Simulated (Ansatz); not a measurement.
SnS, space group Pnma, a band structure

Computed with Ansatz 0.2.0, Python API.

The cells in order, each with its output:

**Cell 1**
```python
from collections import Counter
import json

import ansatz as az
from ase import Atoms
import numpy as np
```

**Cell 2**
```python
atoms = Atoms(
    ["Sn", "Sn", "Sn", "Sn", "S", "S", "S", "S"],
    scaled_positions=[
        (0.1194, 0.25, 0.1198),
        (0.3806, 0.75, 0.6198),
        (0.6194, 0.25, 0.3802),
        (0.8806, 0.75, 0.8802),
        (0.8508, 0.25, 0.4793),
        (0.6492, 0.75, 0.9793),
        (0.3508, 0.25, 0.0207),
        (0.1492, 0.75, 0.5207),
    ],
    cell=[
        (11.2, 0.0, 0.0),
        (0.0, 3.987, 0.0),
        (0.0, 0.0, 4.334),
    ],
    pbc=True,
)
sns = az.Crystal.from_ase(atoms)
```

**Cell 3**
```python
sns.resolved().sites[-1]
```
Output:
```text
Site(symbol='S', position=(0.1492, 0.75, 0.5207), moment=None, axis=None, held=None, saved=None)
```

**Cell 4**
```python
# vertices of the path, as fractions of the reciprocal vectors
path = [
    ("G", (0.0, 0.0, 0.0)),
    ("X", (0.5, 0.0, 0.0)),
    ("S", (0.5, 0.5, 0.0)),
    ("Y", (0.0, 0.5, 0.0)),
    ("G", (0.0, 0.0, 0.0)),
    ("Z", (0.0, 0.0, 0.5)),
    ("U", (0.5, 0.0, 0.5)),
    ("R", (0.5, 0.5, 0.5)),
]
job = sns.calculation()
job = job.kpoints(2, 4, 4)
job = job.occupations(az.OccupationsMethod.FIXED)
job = job.scf(tolerance=1e-10)
job = job.band_structure([point for _, point in path], intervals=10)
job = job.scf(extra_bands=10)
job = job.band_table()
res = job.run(events_out="events.ndjson")
r = res.report
```
Output:
```text
DeckWarning: basis.ecutwfc = 420 eV, auto-derived from the records' recommended cutoffs: set by Sn (normal level)
```

**Cell 5**
```python
res.unlabelled_reasons
```
Output:
```text
['no_forces']
```

**Cell 6**
```python
with open("events.ndjson") as stream:
    kinds = Counter(json.loads(line)["event"] for line in stream)
print("events:", {kind: kinds[kind] for kind in ("scf_iter", "scf_done", "notice", "finished")})
```
Output:
```text
events: {'scf_iter': 8, 'scf_done': 1, 'notice': 2, 'finished': 1}
```

**Cell 7**
```python
energy = r["free_energy_ev"]
print("F of the SnS cell: {:.6f} eV = {:.6f} Ry = {:.6f} Ha".format(energy, energy / 13.605693, energy / 27.211386))
print("Fermi level {:.4f} eV, {} k-points, {} symmetry operations".format(r["fermi_energy_ev"], r["n_kpoints"], r["n_symmetry_ops"]))
```
Output:
```text
F of the SnS cell: -27708.694846 eV = -2036.551526 Ry = -1018.275763 Ha
Fermi level 8.2322 eV, 18 k-points, 8 symmetry operations
```

**Cell 8**
```python
# band edges over the mesh points; the true edges can lie between them
levels = np.array(r["eigenvalues_ev"])
filled = round(r["n_electrons"] / 2)
top, bottom = levels[:, filled - 1], levels[:, filled]
print("top of band", filled, "at k =", r["kpoints_frac"][top.argmax()], f"{top.max():.4f} eV")
print("bottom of band", filled + 1, "at k =", r["kpoints_frac"][bottom.argmin()], f"{bottom.min():.4f} eV")
print(f"gap by band count {bottom.min() - top.max():.3f} eV, least direct gap {(bottom - top).min():.3f} eV")
```
Output:
```text
top of band 40 at k = [-0.5, 0.0, -0.5] 8.2322 eV
bottom of band 41 at k = [0.0, 0.0, 0.0] 9.2216 eV
gap by band count 0.989 eV, least direct gap 1.416 eV
```

**Cell 9**
```python
bands = res.band_structure()
fermi = bands.fermi_energy_ev
print(f"zero of the bands: {fermi:.3f} eV, the Fermi level found on the SCF mesh")
for spin, channel in enumerate(bands.channels):
    print("channel", spin, "- computed levels within 8 eV of the Fermi level")
    for i, (label, _) in enumerate(path):
        levels = channel.eigenvalues_ev[i * 10] - fermi
        print(f"  {label:3s}", " ".join(f"{e:7.3f}" for e in levels if abs(e) < 8))
```
Output:
```text
zero of the bands: 8.232 eV, the Fermi level found on the SCF mesh
channel 0 - computed levels within 8 eV of the Fermi level
  G    -7.197  -6.112  -5.518  -4.639  -4.618  -3.588  -3.486  -3.408  -3.133  -3.092  -2.374  -2.087  -1.864  -1.145  -0.750  -0.488   0.989   2.978   3.025   3.094   3.403   3.776   4.185   4.984   5.089   5.325
  X    -6.874  -6.874  -4.706  -4.706  -4.287  -4.287  -3.329  -3.329  -2.967  -2.967  -2.230  -2.230  -2.079  -2.079  -0.577  -0.577   2.705   2.705   2.756   2.756   4.112   4.112   4.113   4.113   5.087   5.087
  S    -7.390  -7.390  -7.390  -7.390  -3.030  -3.030  -3.030  -3.030  -2.353  -2.353  -2.353  -2.353  -1.039  -1.039  -1.039  -1.039   1.697   1.697   1.697   1.697   2.644   2.644   2.644   2.644   4.036   4.036
  Y    -7.685  -7.685  -7.020  -7.020  -3.694  -3.694  -2.610  -2.610  -2.485  -2.485  -2.024  -2.024  -0.973  -0.973  -0.885  -0.885   1.319   1.319   1.721   1.721   2.221   2.221   2.981   2.981   3.576   3.576
  G    -7.197  -6.112  -5.518  -4.639  -4.618  -3.588  -3.486  -3.408  -3.133  -3.092  -2.374  -2.087  -1.864  -1.145  -0.750  -0.488   0.989   2.978   3.025   3.094   3.403   3.776   4.185   4.984   5.089   5.325
  Z    -7.942  -7.942  -6.622  -6.622  -3.783  -3.783  -2.382  -2.382  -2.117  -2.117  -1.745  -1.745  -0.926  -0.926  -0.038  -0.038   1.556   1.556   2.038   2.038   2.238   2.238   3.033   3.033   3.706   3.706
  U    -7.856  -7.856  -6.817  -6.817  -2.972  -2.972  -2.761  -2.761  -2.374  -2.374  -2.127  -2.127  -0.725  -0.725   0.000   0.000   1.513   1.513   1.993   1.993   2.283   2.283   3.607   3.607   3.620   3.620
  R    -6.747  -6.747  -6.747  -6.747  -4.626  -4.626  -4.626  -4.626  -3.848  -3.848  -3.848  -3.848  -1.611  -1.611  -1.611  -1.611   2.694   2.694   2.694   2.694   4.567   4.567   4.567   4.567   6.557   6.557
```

Caveats:
- Total energies depend on the potentials; only differences at equal settings carry meaning. A total without «per atom» is that of the cell as typed.
- Semilocal gaps usually lie well under measured ones.
- The computed bands are complete only to about 3.6 eV above the Fermi level.
- With fixed filling the reported Fermi level is the top filled level among the k-points of the SCF.
- The zero of the levels is a convention of the potentials, so an absolute Fermi energy is no work function.
- No functional is typed, so the default, PBE, holds.
- The starting cell is as deposited in a crystallographic database; the results hold for this polymorph, which needn't be the stable one.
- Levels are Kohn-Sham eigenvalues on this mesh, without spin-orbit coupling.
- Warnings are shown shortened and without file and line.
- The whole script took 29 s on 1 thread of Intel(R) Xeon(R) Processor @ 2.30GHz, with other jobs on the host, peak memory 0.74 GiB.
